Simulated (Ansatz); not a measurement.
# Equation of state of Eu

Space group P6_3/mmc (No. 194). a = 3.922 Å, b = 3.922 Å, c = 6.292 Å, α = 90.00°, β = 90.00°, γ = 120.00°
```json
{"atom": "Eu", "site": "2c", "symmetry": "-6m2", "x": "0.3333", "y": "0.6667", "z": "0.2500"}
```

The runs use the primitive cell with vectors (3.922, 0.000, 0.000), (-1.961, 3.397, 0.000), (0.000, 0.000, 6.292) Å, to which the k mesh refers.

The cell was built from the hcp type and relaxed in the same program, and has space group P6_3/mmc; it needn't be a known or the stable phase.

Where the f shell is localised, expect the real compound to differ from this run without U.

Other magnetic orders may lie lower; this is the state that the run reached.

Spin–orbit coupling is left out, though it moves levels of the heavy atoms by tenths of an eV or more.

All numbers are computed: DFT, PBE, all-electron LAPW, scalar-relativistic (Ansatz 0.2.0); DFT, PBE, PAW with Ansatz's default frozen-core files, scalar-relativistic (Ansatz 0.2.0).

For LAPW: a Γ-centred 12×12×6 k mesh, Fermi–Dirac smearing of 0.05 eV, basis error target 0.25 meV/atom, spin-polarised from start moments Eu1 7, Eu2 7 μB. PAW takes a cutoff of 420 eV at this cell. The Ansatz runs share mesh, smearing and spin set-up. Plane-wave (PAW) pressures include the program's estimate of the Pulay term.

The cell above is scaled evenly, with fractional coordinates and shape held.

```csv
V/V(cell),V (Å³/atom),"P, LAPW (GPa)","P, PAW (GPa)","moment, LAPW (μB)","free energy over the lowest listed, PAW (meV/atom)"
0.9405,39.419,1.12,1.05,15.09,8.2
0.9700,40.656,0.59,0.52,15.11,2.2
1.0000,41.913,0.11,0.04,15.13,0.0
1.0300,43.171,-0.32,-0.38,15.14,1.4
1.0600,44.428,-0.69,-0.75,15.13,5.8
```

(1) What do Birch–Murnaghan fits to the pressures give?

Results:

(1) LAPW: V0 = 42.21 Å³/atom, B0 = 15 GPa, B0′ = 3.3; PAW: V0 = 42.03 Å³/atom, B0 = 15 GPa, B0′ = 3.2.
